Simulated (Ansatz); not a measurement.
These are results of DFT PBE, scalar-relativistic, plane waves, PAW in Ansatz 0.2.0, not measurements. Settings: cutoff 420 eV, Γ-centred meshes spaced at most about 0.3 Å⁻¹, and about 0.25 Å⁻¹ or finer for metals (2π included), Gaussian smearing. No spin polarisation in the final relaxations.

All energies are static (0 K, no zero-point motion).

Compare these two cells of LiTaO2, each relaxed at this level.

A.

```
Li Ta O
1.0
     3.27136    0.00000    0.00000
    -1.63568    2.83308    0.00000
     0.00000    0.00000    7.22737
Li Ta O
1 1 2
Cartesian
  0.0000 0.0000 0.0000
  0.0000 0.0000 3.6137
  0.0000 0.0000 1.7657
  0.0000 0.0000 5.4616
```

B.

```
Li Ta O
1.0
     1.43612    0.82914    5.42567
    -1.43612    0.82914    5.42567
     0.00000   -1.65828    5.42567
Li Ta O
1 1 2
Direct
  0.00000 0.00000 0.00000
  0.50000 0.50000 0.50000
  0.25333 0.25333 0.25333
  0.74667 0.74667 0.74667
```

Question: Which is lower in energy, and by how much?

Answer: B is lower, by 0.79 eV/atom. A has space group P6/mmm (No. 191), 16.7 Å³/atom and no gap on its mesh; B has Li and Ta ordered on rock salt sites, space group R-3m (No. 166), 9.7 Å³/atom and no gap. Counting O atoms around Li and Ta (those within 1.25 times the shortest such distance or 1.15 times the sum of covalent radii), A has Li 2, Ta 2 and B has Li 6, Ta 6. The denser one is the lower, and pressure would at first widen the difference. Both come from invented guesses.

These runs have no spin–orbit coupling, which can matter for Ta. Cells relaxed within their symmetry can be saddle points.

The preference for B, by 0.79 eV/atom, is too large to hinge on fine electronic detail and mainly reflects coordination. In A, both cations sit in linear O–Li–O–Ta chains with only two oxygen neighbours each. The bonds there are short, but they cannot make up for the electrostatic and covalent Ta–O bonding gained with six neighbours in B.

Formal charges make tantalum trivalent, with two d electrons left over. In B's octahedral layers these partly fill the t2g-derived bands, consistent with the absence of a gap. The triangular Ta net is also tighter in B than in A, which suggests that direct metal–metal bonding adds to the stabilisation, though the energies do not separate this from the Ta–O contribution.

The result ranks two structures and does not identify the ground state: the niobium analogue adopts trigonal-prismatic layers, where a filled, mainly dz² band opens a gap, and that arrangement is an obvious competitor here.
